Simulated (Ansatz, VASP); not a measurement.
NaF in VASP and in Ansatz

File INCAR:

```
SYSTEM = NaF
  ALGO = Normal
  EDIFF = 1E-8
  ENCUT = 520
  GGA = PE
  ISIF = 2
  ISMEAR = -1
  LASPH = .TRUE.
  LCHARG = .FALSE.
  LEFG = .TRUE.
  LREAL = .FALSE.
  LWAVE = .FALSE.
  NBANDS = 14
  NELM = 60
  PREC = Accurate
  SIGMA = 0.02
```

KPOINTS

```
k-points
0
G
  10 10 10
  0 0 0
```

File POSCAR:

```
NaF
1.0
    0.0000000000      2.2762758583      2.2762758583
    2.2762758583      0.0000000000      2.2762758583
    2.2762758583      2.2762758583      0.0000000000
Na F
1 1
Direct
    0.0000000000      0.0000000000      0.0000000000
    0.5000000000      0.5000000000      0.5000000000
```

Input for Ansatz:

```yaml
crystal:
  lattice:
    - [0.0, 2.2762758583, 2.2762758583]
    - [2.2762758583, 0.0, 2.2762758583]
    - [2.2762758583, 2.2762758583, 0.0]
  atoms:
    - { symbol: Na, position: [0.0, 0.0, 0.0] }
    - { symbol: F, position: [0.5, 0.5, 0.5] }
kpoints:
  mp_grid: { grid: [10, 10, 10] }
scf:
  occupations: { method: fermi_dirac, width: 0.02 }
hamiltonian:
  xc: pbe
  pseudopotentials: { kind: all_electron, datasets: crystal }
output:
  forces: true
  stress: true
  eigenvalues: true
  efg: { contact_densities: true }
```

Change from the starting cell: volume scaled by 0.9405, crystal datasets.

Alike in both runs: task electric field gradients; functional PBE; k mesh 10 × 10 × 10; occupations fermi-dirac, width 0.02 eV; no spin polarisation.

```csv
,VASP,Ansatz
version,VASP 6.6.1,Ansatz 0.2.0
potentials or method,"VASP PAW PBE potentials, release 64 (Na_pv, F)","all-electron PAW with datasets made for the crystal, scalar-relativistic"
plane-wave cutoff (eV),520,see its input
```

Ansatz gave:

- gap on the k mesh at the Fermi level (eV): 6.61
- pressure (GPa): 5.4
- Vzz of the field gradient on the site that differs most (V/Å²): 0.0

Question: Which values does VASP return?

Answer: gap on the k mesh at the Fermi level (eV): 6.60; pressure (GPa): 5.3; Vzz of the field gradient on the site that differs most (V/Å²): 0.0.

Ansatz ran all-electron here, so the differences hold the error of VASP's frozen core and of both bases.

A k mesh can miss the band edges.
